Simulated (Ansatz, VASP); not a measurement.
# Two plane-wave programs on CoO

```
Co O
1.0
     3.26036    0.00000    0.00000
    -1.63018    2.82356    0.00000
     0.00000    0.00000    5.33126
Co O
2 2
Direct
  0.33333 0.66667 0.50336
  0.00000 0.00000 0.00347
  0.33333 0.66667 0.87156
  0.00000 0.00000 0.37161
```

Change from the starting cell: volume scaled by 1.06.

Alike in both runs: task single point; functional PBE; k mesh 10 × 10 × 5; occupations fermi-dirac, width 0.05 eV; collinear spin, ferromagnetic start.

```csv
,VASP,Ansatz
version,VASP 6.6.1,Ansatz 0.2.0
potentials or method,"VASP PAW PBE potentials, release 64 (Co, O)",Ansatz PAW
plane-wave cutoff (eV),520,420
valence electrons in the cell,30,46
```

```tsv
	VASP	Ansatz	Ansatz less VASP
gap on the k mesh at the Fermi level (eV)	0.05	0.18	+0.130
least direct gap on the mesh (eV)	0.08	0.26	+0.176
pressure (GPa)	-5.4	-7.2	-1.75
largest component of the traceless stress (GPa)	1.00	0.21	-0.791
rms of the force components (eV/Å)	0.158	0.077	-0.0806
net moment per atom (μB)	1.49	0.00	-1.494
size of the moment on the site where the two differ most (μB)	2.55	2.20	-0.345
```

The net moments differ so much that the two runs ended in different magnetic states, which moves the other rows too. Site moments also hang on the region over which each program counts them. Atom by atom the forces differ by 0.235 eV/Å (rms over components). The two sets of potentials don't hold the same shells in valence.

Caveats: an odd mesh through Γ misses points on the zone boundary, where band edges often lie (VASP); odd divisions of the mesh miss points on the zone boundary, where band edges often lie, so the gap on the mesh can be too wide (Ansatz); the pressure holds a Pulay correction of +0.6 GPa for the finite cutoff (Ansatz); the starting moments weren't kept (Ansatz).
